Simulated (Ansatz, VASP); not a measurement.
**GaP in VASP and in Ansatz**

```
Ga P
1.0
     0.00000    2.89404    2.67101
     2.67101    0.00000    2.67101
     2.67101    2.89404    0.00000
Ga P
1 1
Direct
  0.00000 0.00000 0.00000
  0.75000 0.75000 0.75000
```

Alike in both runs: task single point; functional PBEsol; k mesh 10 × 10 × 10; occupations gaussian, width 0.05 eV; no spin polarisation.

|  | VASP | Ansatz |
| --- | --- | --- |
| version | VASP 6.6.1 | Ansatz 0.2.0 |
| potentials or method | VASP PAW PBE potentials, release 64 (Ga_d, P) | scalar-relativistic, plane waves, PAW |
| plane-wave cutoff (eV) | 520 | 420 |
| valence electrons in the cell | 18 | 18 |

|  | VASP | Ansatz | Ansatz less VASP |
| --- | --- | --- | --- |
| gap on the k mesh at the Fermi level (eV) | 1.13 | 1.13 | -0.001 |
| least direct gap on the mesh (eV) | 1.36 | 1.36 | -0.006 |
| pressure (GPa) | -2.3 | -2.2 | +0.06 |
| largest component of the traceless stress (GPa) | 4.53 | 4.52 | -0.012 |

Ansatz warned: «pseudo_functional_mismatch».

Caveats: the PAW data sets were made with another functional, which shifts forces and pressure a little (VASP). A k mesh can miss the band edges.
